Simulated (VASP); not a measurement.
Wanted: the native input for a VASP 6.6.1 run.

```yaml
Task: single point
Functional: PBE
Potentials_or_basis: VASP PAW PBE potentials, release 64 (C)
Cutoff: 520 eV
k_mesh: 10 × 10 × 4
Occupations: gaussian, width 0.05 eV
Spin: no spin polarisation
Dipole_correction: no
Further_INCAR_settings: ALGO = Fast; EDIFF = 1e-06; NBANDS = 16
```

The structure of C lies in POSCAR:

```
C
1.0
    2.4662605086      0.0000000000      0.0000000000
   -1.2331302543      2.1358442528      0.0000000000
    0.0000000000      0.0000000000      8.1426243982
C
4
Direct
    0.0000000000      0.0000000000      0.2500000000
    0.0000000000      0.0000000000      0.7500000000
    0.3333333333      0.6666666667      0.2500000000
    0.6666666667      0.3333333333      0.7500000000
```

One way to write it, as run:

INCAR

```
ALGO = Fast
EDIFF = 1E-6
ENCUT = 520
GGA = PE
ISIF = 2
ISMEAR = 0
LASPH = True
LCHARG = True
LELF = True
LREAL = False
LVHAR = True
LWAVE = False
NBANDS = 16
NELM = 100
PREC = Accurate
SIGMA = 0.05
```

KPOINTS

```
k-points
0
Gamma
  10 10 4
```

Potentials or basis: VASP PAW PBE potentials, release 64 (C).

Run with:

```bash
$ cat potpaw_PBE.64/C/POTCAR > POTCAR
$ mpirun -np 1 vasp_std > vasp.out
```

Results of the run:

| Property | Result |
| --- | --- |
| Pressure | 0.5 GPa |
| Band gap on the k mesh | 1.79 eV, direct |

Caveat: this functional lacks dispersion, which binds the layers, so the pressure and a relaxed spacing across them are unreliable.

Wall time 12 s on 1 thread of Intel(R) Xeon(R) 6975P-C (Granite Rapids) (shared host), peak memory 0.15 GiB.
